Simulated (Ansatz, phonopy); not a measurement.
# AlP (F-43m): a volume series of phonon spectra

Aim: how the vibrations of AlP shift with volume, and the expansion that follows.

What experiment has found for this phase:
- heat capacity C_P per formula unit 42 J/mol/K and bulk modulus 86 GPa near room temperature (given in “High-Throughput Prediction of Finite-Temperature Properties using the Quasi-Harmonic Approximation”, 2016, arXiv:1603.06924)

Calculated with Ansatz 0.2.0; DFT LDA, scalar-relativistic, plane waves, PAW.

The database entry behind the starting cell differs from later determinations by our own check (0.1 to 0.3 % short, probably kX units), so it need not match the best structure at ambient conditions.

## Step 1: Starting point

It takes space group F-43m (No. 216, cubic). The conventional cell has a = 5.451 Å, b = 5.451 Å, c = 5.451 Å, α = 90.00°, β = 90.00°, γ = 90.00°. Nearest to Al lie 4 P at 2.36 Å. Nearest to P lie 4 Al at 2.36 Å. Farther neighbours are not listed.

## Step 2: Probe on a coarse mesh

Before spending time, one coarse run tells the gap and the pressure of the starting cell.

File input.yaml:

```yaml
crystal:
  lattice:
    - [0.0, 2.7255, 2.7255]
    - [2.7255, 0.0, 2.7255]
    - [2.7255, 2.7255, 0.0]
  atoms:
    - { symbol: Al, position: [0.0, 0.0, 0.0] }
    - { symbol: P, position: [0.25, 0.25, 0.25] }
kpoints:
  mp_grid: { grid: [6, 6, 6] }
hamiltonian:
  xc: lda
scf:
  occupations: { method: gaussian, width: 0.1 }
output:
  forces: true
  stress: true
  eigenvalues: true
```

Command:

```console
$ ansatz run input.yaml --threads 4 --pin off --max-ram 8192MiB --backend cpu --events-out ev --progress --plain --runs-dir out
```

Planned after this: finding the static equilibrium; relaxing to small residual forces and stress; lattice dynamics at this volume, V/V0 1; single point at a scaled cell, V/V0 1.015; lattice dynamics at this volume, V/V0 1.015; single point at a scaled cell, V/V0 0.985; phonons, V/V0 0.985; A cell at another volume, V/V0 1.03; phonons, V/V0 1.03; single point at a scaled cell, V/V0 0.97; lattice dynamics at this volume, V/V0 0.97; A cell at another volume, V/V0 1.05; lattice dynamics at this volume, V/V0 1.05; how the modes move with volume; quasi-harmonic fit by phonopy. Settings of the main run: cutoff 420 eV, 8×8×8 k-mesh, fixed occupations, 4×4×4 q-mesh.

**Question.** What will these runs give for the volume expansion coefficient at 300 K?

Near room temperature AlP expands by 8.96 × 10⁻⁶/K in volume by LDA, with C_P = 20.6 J/(mol K) per mole of atoms and B_T = 86.9 GPa. At low temperature the volume shrinks on warming, because modes with negative Grüneisen parameters outweigh the rest; the coefficient turns positive near 130 K. C_P at room temperature is 83 % of the classical 3R an atom, so the stiffest modes are still partly frozen out.

| Item | Value |
| --- | --- |
| volume expansion coefficient at 300 K | 8.96 1e-6/K |
| isothermal bulk modulus at 300 K | 86.86 GPa |
| C_P at 300 K | 20.62 J/mol-atom/K |
| Grüneisen parameter at 300 K | 0.459 |
| mean mode Grüneisen parameter at 300 K | 0.438 |

A measured bulk modulus near room temperature is 86 GPa (arXiv:1603.06924); the calculated 86.9 GPa differs by +1 %. The table does not say whether its value is isothermal or adiabatic. A measured heat capacity per formula unit near room temperature is 42 J/mol/K (arXiv:1603.06924); the calculated 41.2 J/mol/K differs by -2 %. The heat-capacity-weighted Grüneisen parameter goes from -0.746 at 50 K to 0.548 at 800 K; 33 % of the modes stiffen on expansion. Weighting γ by the density of states and each mode's heat capacity at 300 K, the lowest third of the frequency range (cuts at 160 and 330 cm⁻¹) pulls the cell inward, while the rest pushes it outward. Among the labelled points γ is largest for branch 5 at X (414 cm⁻¹, 1.7) and most negative for branch 1 at X (138 cm⁻¹, -1.8). The log warns that the k-mesh is coarse for the response calculation and asks for a check on a denser one. The interpolation has no quadrupole term, so branches near the zone centre are less sure, since this crystal has sites that are not centres of inversion. The PAW files were made for PBE and are used here under another functional, for which the program regenerates the frozen cores.

[Logs are printed without paths, hosts, clocks, repeated set-up lines and the standing remarks that a program may print on its own settings, such as how far it seeks lower states.]

[Hosts, paths, dates, database ids (printed as entryN), source tags and the programs' standing remarks are cut or masked in the printed files.]

[A step with changed settings may run another functional than the one named; its input shows which.]

[Of the runs on displaced cells, only some may be shown.]
